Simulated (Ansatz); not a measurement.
(101) slab cut from the bulk of ZrS$_{2}$, P-3m1 (No. 164); the slab's formula is Zr3S8:

```xyz
11
Lattice="3.6274 0.0000 0.0000 -1.8137 6.6672 0.0000 0.0000 0.0000 23.7582" Properties=species:S:1:pos:R:3 pbc="T T T"
S     0.0000    2.2684    7.5000
S     0.0000    5.8790    7.9457
Zr    1.8137    1.4801    9.1083
S     1.8137    3.7486   10.2709
S     0.0000    0.6919   10.7165
Zr    0.0000    2.9603   11.8791
S     0.0000    5.2287   13.0417
S     1.8137    2.1720   13.4874
Zr    1.8137    4.4404   14.6500
S     0.0000    0.0416   15.8126
S     0.0000    3.6521   16.2582
```

These are results of DFT PBEsol, scalar-relativistic, plane waves, PAW (Ansatz 0.2.0), not measurements. Settings: cutoff 420 eV, Γ-centred mesh 8×4×1 on the computed 11-atom cell, Gaussian smearing of 0.05 eV; no spin polarisation. The cell repeats along c with a dipole correction in the vacuum.

(1) What forces act on the atoms?

## Answers

(1)
```json
{"atom": "S1", "Fx (eV/Å)": "0.020", "Fy (eV/Å)": "-0.410", "Fz (eV/Å)": "0.506"}
{"atom": "S2", "Fx (eV/Å)": "-0.013", "Fy (eV/Å)": "0.634", "Fz (eV/Å)": "0.188"}
{"atom": "Zr3", "Fx (eV/Å)": "0.000", "Fy (eV/Å)": "-0.443", "Fz (eV/Å)": "-1.021"}
{"atom": "S4", "Fx (eV/Å)": "0.000", "Fy (eV/Å)": "0.256", "Fz (eV/Å)": "0.077"}
{"atom": "S5", "Fx (eV/Å)": "0.000", "Fy (eV/Å)": "-0.007", "Fz (eV/Å)": "0.320"}
{"atom": "Zr6", "Fx (eV/Å)": "0.000", "Fy (eV/Å)": "0.000", "Fz (eV/Å)": "0.000"}
{"atom": "S7", "Fx (eV/Å)": "0.000", "Fy (eV/Å)": "0.007", "Fz (eV/Å)": "-0.320"}
{"atom": "S8", "Fx (eV/Å)": "0.000", "Fy (eV/Å)": "-0.256", "Fz (eV/Å)": "-0.077"}
{"atom": "Zr9", "Fx (eV/Å)": "0.000", "Fy (eV/Å)": "0.443", "Fz (eV/Å)": "1.021"}
{"atom": "S10", "Fx (eV/Å)": "0.013", "Fy (eV/Å)": "-0.634", "Fz (eV/Å)": "-0.188"}
{"atom": "S11", "Fx (eV/Å)": "-0.020", "Fy (eV/Å)": "0.410", "Fz (eV/Å)": "-0.506"}
```

Cost: 1 run of about 0.51 core-minutes, on Intel Xeon Platinum 8559C (Emerald Rapids) (shared hosts).